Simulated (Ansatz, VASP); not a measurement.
**One calculation of GaAs, 3 ways**

The starting cell:

```
CELL_PARAMETERS angstrom
0.00000 2.82685 2.82685
2.82685 0.00000 2.82685
2.82685 2.82685 0.00000
ATOMIC_POSITIONS crystal
As 0.75000 0.75000 0.75000
Ga 0.00000 0.00000 0.00000
```

Alike in all runs: task relaxation of cell and atoms; functional revPBE; dispersion D4; k mesh 8 × 8 × 8; occupations fermi-dirac, width 0.05 eV; no spin polarisation; no spin-orbit coupling.

```tsv
program and potentials	plane-wave cutoff (eV)	notes	equilibrium volume (Å³/atom)
Ansatz, Ansatz PAW	420	potentials made for PBE, which Ansatz adapts in part; 14 valence electrons an atom on average	22.39
Ansatz, all-electron LAPW, scalar-relativistic	-	-	22.39
VASP, PBE PAW files As, Ga_d, 600 eV	600	potentials made for PBE; 9 valence electrons an atom on average	22.44
```

The equilibrium volume spans 22.39 (Ansatz, all-electron LAPW, scalar-relativistic) to 22.44 Å³/atom (VASP, PBE PAW files As, Ga_d, 600 eV), with all-electron results at 22.39. Some sets were made for another functional than the one run, which can shift their rows. Relaxations stop with a little pressure left, so the last digit of a volume isn't settled.

The functional is the same throughout but for its coding, so the spread measures potentials, basis and numerics; runs on potential files found faulty are left out.
